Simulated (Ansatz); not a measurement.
AlN: energy along a strain

AlN, P6_3mc, a = 3.130 Å, c = 5.018 Å. Ansatz: PBE, PAW, 420 eV, Γ-centred 12×12×6 mesh on 4 atoms, Gaussian smearing 0.05 eV; no spin polarisation. Cell vectors (Å): 3.130 0.000 0.000; -1.565 2.711 0.000; 0.000 0.000 5.018. The cell is strained by x per cent times the pattern (0 0 0 0 1 0) in the order xx yy zz yz xz xy (engineering shears), with fractional coordinates held. y is the free energy over the start, V0 = 10.645 Å³/atom. Symmetry makes y even in x.

```tsv
x (%)	y (meV/atom)
-6.00	14.83
-3.00	3.71
0.00	0.00
0.75	0.24
1.50	0.94
2.25	2.09
3.75	?
4.50	8.34
5.25	11.35
```

Question: Fit y = c2 x² + c4 x⁴ to the other rows, get the stiffness along the pattern, and predict the missing energy.

Answer: Least squares on the rows shown. y = 0.4122 x² − 9.351×10⁻⁶ x⁴. The clamped-ion stiffness p·C·p = 2 × 4.122 eV × 160.2 / 10.645 Å³ = 124 GPa, which is C55 in these axes. At x = 3.75 the fit asked for gives 5.79 meV/atom. The run gave 5.79 meV/atom, the same to the digits shown.

Cost: 9 runs of about 1.8 core-minutes in all, on Arm Neoverse V1 (shared hosts).